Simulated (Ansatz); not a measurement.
Write the native input for Ansatz 0.2.0 that does the following.

```yaml
Task: single point
Functional: PBE
Potentials_or_basis: Ansatz PAW
Cutoff: 250 eV
Density_cutoff: 1000 eV
k_mesh: 8 × 8 × 5
Occupations: fermi-dirac, width 0.05 eV
Spin: no spin polarisation
```

Crystal: SnSe2.

```
CELL_PARAMETERS angstrom
3.81100 0.00000 0.00000
-1.90550 3.30042 0.00000
0.00000 0.00000 6.13600
ATOMIC_POSITIONS crystal
Sn 0.00000 0.00000 0.00000
Se 0.66667 0.33333 0.75100
Se 0.33333 0.66667 0.24900
```

One way to write it, as run:

input.yaml

```yaml
crystal:
  lattice:
    - [3.811, 0.0, 0.0]
    - [-1.9055, 3.3004228138, 0.0]
    - [0.0, 0.0, 6.136]
  atoms:
    - { symbol: Sn, position: [0.0, 0.0, 0.0] }
    - { symbol: Se, position: [0.6666666667, 0.3333333333, 0.751] }
    - { symbol: Se, position: [0.3333333333, 0.6666666667, 0.249] }
hamiltonian:
  xc: pbe
  pseudopotentials: { kind: paw }
kpoints:
  mp_grid: { grid: [8, 8, 5] }
scf:
  occupations: { method: fermi_dirac, width: 0.05 }
basis:
  ecutwfc: "250 eV"
output:
  forces: true
  stress: true
  eigenvalues: true
```

Potentials or basis: Ansatz PAW.

Run with:

```bash
$ ansatz run input.yaml --threads 2 --pin off --max-ram 5120MiB --backend cpu --events-out ev --progress --plain --runs-dir out
```

Results of the run:

```
Pressure               : 5.5 GPa
Largest force          : 0.778 eV/Å
Band gap on the k mesh : 0.80 eV, indirect (least direct gap 1.07 eV)
```

Caveat: odd divisions of the mesh miss points on the zone boundary, where band edges often lie, so the gap on the mesh can be too wide; the pressure holds a Pulay correction of +21.5 GPa for the finite cutoff; spin-orbit coupling is left out, which moves the levels of the heavy elements; this functional lacks dispersion, which binds the layers, so the pressure and a relaxed spacing across them are unreliable; the cutoff lies under the one recommended for these potentials.

Run time: 1.5 s on 2 threads of Intel(R) Xeon(R) Platinum 8375C CPU @ 2.90GHz (Ice Lake), with other jobs on the host, peak memory 0.41 GiB.
